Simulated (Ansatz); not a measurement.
Space group P2_13 (No. 198). a = 4.431 Å, b = 4.431 Å, c = 4.431 Å, α = 90.00°, β = 90.00°, γ = 90.00°
```
atom site symmetry x y z
  Co    4a       .3.  0.1450  0.1450  0.1450
  Si    4a       .3.  0.8432  0.8432  0.8432
```

Equation of state of this CoSi structure (not necessarily the ground state), with shape and atoms relaxed at each volume where symmetry leaves them free. It has no gap at any of these volumes. Method: DFT PBE, scalar-relativistic, plane waves, PAW (Ansatz).

Cutoff 420 eV; k points 8×8×8 on the computed 8-atom cell (Γ-centred); Gaussian smearing, width 0.10 eV; no spin polarisation.

| V (Å³/atom) | E − E(largest V) (meV/atom) | P (GPa) |
| --- | --- | --- |
| 9.569 | 74.85 | 37.78 |
| 9.895 | 10.50 | 25.80 |
| 10.221 | -31.41 | 15.68 |
| 10.547 | -54.37 | 7.15 |
| 10.874 | -61.36 | -0.03 |
| 11.200 | -54.95 | -6.05 |
| 11.526 | -37.35 | -11.01 |
| 11.961 | 0.00 | -16.17 |

Problem. Fit a third-order Birch–Murnaghan equation to E(V).

Solution. V0 = 10.87 Å³/atom, B0 = 217 GPa, B0' = 4.9.